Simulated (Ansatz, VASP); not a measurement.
**Al in VASP and in Ansatz**

The input INCAR:

```
SYSTEM = Al
ALGO = Fast ; EDIFF = 1E-7
ENCUT = 520 ; GGA = PS
ISIF = 2 ; ISMEAR = 0
LASPH = .True. ; LCHARG = .False.
LREAL = .False. ; LWAVE = .False.
NBANDS = 8 ; NELM = 60
PREC = Accurate ; SIGMA = 0.15
```

KPOINTS

```
k-points
0
Gamma
  20 20 20
  0 0 0
```

Contents of POSCAR:

```
Al
1.0
   -1.5991747834      1.5991747834      1.5912186900
    1.5991747834     -1.5991747834      1.5912186900
    1.5991747834      1.5991747834     -1.5912186900
Al
1
Direct
    0.0000000000      0.0000000000      0.0000000000
```

Input for Ansatz:

```yaml
crystal:
  lattice:
    - [-1.5991747834, 1.5991747834, 1.59121869]
    - [1.5991747834, -1.5991747834, 1.59121869]
    - [1.5991747834, 1.5991747834, -1.59121869]
  atoms:
    - { symbol: Al, position: [0.0, 0.0, 0.0] }
basis:
  ecutwfc: 420
kpoints:
  mp_grid: { grid: [20, 20, 20] }
hamiltonian:
  xc: pbesol
scf:
  occupations: { method: gaussian, width: 0.15 }
output:
  forces: true
  stress: true
  eigenvalues: true
```

Change from the starting cell: strain +0.0050 x Voigt [1, 1, 0, 0, 0, 0], atoms carried along.

Alike in both runs: task single point; functional PBEsol; k mesh 20 × 20 × 20; occupations gaussian, width 0.15 eV; no spin polarisation.

|  | VASP | Ansatz |
| --- | --- | --- |
| version | VASP 6.6.1 | Ansatz 0.2.0 |
| potentials or method | VASP PAW PBE potentials, release 64 (Al) | scalar-relativistic, plane waves, PAW |
| plane-wave cutoff (eV) | 520 | 420 |
| valence electrons in the cell | 3 | 3 |

VASP gave:

* gap on the k mesh at the Fermi level (eV): none
* pressure (GPa): 1.5
* largest component of the traceless stress (GPa): 0.16

Q: Estimate Ansatz's values.

A: gap on the k mesh at the Fermi level (eV): none; pressure (GPa): 1.4; largest component of the traceless stress (GPa): 0.16.

A gap of «none» marks a metal or a gap that the smearing closes. The functional is the same, so the differences come from potentials, cutoffs and numerics.

Caveats: the PAW data sets were made with another functional, which shifts forces and pressure a little (VASP).
